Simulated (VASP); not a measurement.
Wanted: the native input for a VASP 6.6.1 run.

```
Task                   : relaxation of the atoms
Functional             : PBE
Potentials or basis    : VASP PAW PBE potentials, release 64 (Rh)
Cutoff                 : 300 eV
k mesh                 : 8 × 8 × 8
Occupations            : methfessel-paxton, width 0.1 eV
Spin                   : no spin polarisation
Further INCAR settings : ALGO = Normal; EDIFF = 1e-07; IBRION = 2; EDIFFG = -0.01; NSW = 40
```

The structure of Rh lies in POSCAR:

```
Rh                                      
1.0
    0.0000000000      1.8727049811      1.8727049811
    1.8727049811      0.0000000000      1.8727049811
    1.8727049811      1.8727049811      0.0000000000
  Rh            
     1
Direct
     0.0000000000000000    0.0000000000000000    0.0000000000000000
```

The cell isn't the ideal one: a relaxed cell with its volume scaled by 0.94.

These files were run (other wordings do the same):

INCAR

```
PREC = Accurate
ENCUT = 300
EDIFF = 1E-7
ISMEAR = 1
SIGMA = 0.1
LREAL = F
LASPH = T
NELM = 80
ALGO = Normal
ISIF = 2
LWAVE = F
LCHARG = F
GGA = PE
IBRION = 2
NSW = 40
EDIFFG = -0.01
```

KPOINTS

```
Automatic mesh
0
Gamma
  8 8 8
```

Potentials or basis: VASP PAW PBE potentials, release 64 (Rh).

Run with:

```console
$ cat potpaw_PBE.64/Rh/POTCAR > POTCAR
$ mpirun -np 1 vasp_std > vasp.out
```

It gave:

```json
{"Pressure after relaxing": "18.9 GPa", "Band gap on the k mesh": "none (metal or under the smearing width)"}
```

Caveat: the k mesh is coarse (spacing up to 0.36 Å⁻¹), so the values aren't converged; the relaxation stopped at its first step, so nothing moved.

It took 2.6 s on 1 thread of Intel(R) Xeon(R) Platinum 8488C (Sapphire Rapids) (shared host), peak memory 0.1 GiB.
